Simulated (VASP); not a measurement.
Here is a VASP 6.6.1 calculation.

Contents of INCAR:

```
ALGO = Normal ; EDIFF = 1E-8
ENCUT = 520 ; GGA = PE
ISIF = 2 ; ISMEAR = -1
ISPIN = 2 ; LASPH = True
LCHARG = False ; LEFG = True
LMAXMIX = 6 ; LORBIT = 11
LREAL = False ; LWAVE = False
MAGMOM = 6 ; NBANDS = 20
NELM = 150 ; PREC = Accurate
SIGMA = 0.05
```

KPOINTS

```
k-points
0
Gamma
  13 13 13
```

Contents of POSCAR:

```
Tb
1.0
   -1.9798500000      1.9798500000      2.0100000000
    1.9798500000     -1.9798500000      2.0100000000
    2.0401500000      2.0401500000     -2.0100000000
Tb
1
Direct
    0.0000000000      0.0000000000      0.0000000000
```

Potentials or basis: VASP PAW PBE potentials, release 64 (Tb).

The run is started by

```console
$ cat potpaw_PBE.64/Tb/POTCAR > POTCAR
$ mpirun -np 1 vasp_std > vasp.out
```

(1) Estimate the band gap on the k mesh.

(2) Predict the net moment.

(3) What does it give for the pressure?

(4) Estimate the site moments.

Answers

(1) none (metal or under the smearing width).

(2) 5.86 μB per cell.

(3) 0.2 GPa.

(4) Tb +5.67 μB.

Caveat: the magnetic or orbital state may not be the lowest; spin-orbit coupling is left out, which moves the levels of the heavy elements.
